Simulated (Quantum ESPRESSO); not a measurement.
SiC (Moissanite):

```
Si C
1.0
     3.07600    0.00000    0.00000
    -1.53800    2.66389    0.00000
     0.00000    0.00000    5.04800
Si C
2 2
Direct
  0.66667 0.33333 0.50000
  0.33333 0.66667 0.00000
  0.66667 0.33333 0.88500
  0.33333 0.66667 0.38500
```

Base run:

| Quantity | Value |
| --- | --- |
| Program | Quantum ESPRESSO 7.5 |
| Functional | BLYP |
| Potentials or basis | PseudoDojo 0.4.1 SR PBE standard |
| Cutoff | 1116 eV |
| Density cutoff | 4463 eV |
| k mesh | 8 × 8 × 4, shifted |
| Occupations | fermi-dirac, width 0.05 eV |
| Spin | no spin polarisation |

Its results: pressure 10.2 GPa; largest force 0.766 eV/Å; electronic dielectric tensor (diagonal) 6.59, 6.59, 7.11.

After a change of settings the same cell gave: pressure 1.8 GPa; largest force 0.759 eV/Å; electronic dielectric tensor (diagonal) 7.02, 7.02, 7.60. Which change was it?
A. functional from BLYP to WC
B. functional from BLYP to PBE
C. functional from BLYP to LDA; potentials or basis from PseudoDojo 0.4.1 SR PBE standard to PseudoDojo 0.4.1 SR LDA standard
D. functional from BLYP to PBEsol; potentials or basis from PseudoDojo 0.4.1 SR PBE standard to PseudoDojo 0.4.1 SR PBEsol standard

A.

WC binds more tightly than BLYP, so the same cell stands under less pressure.

Caveats: the potentials were made for another functional, which shifts forces and pressure; the cell is more than 3 GPa from zero pressure, which shifts response properties (some runs).
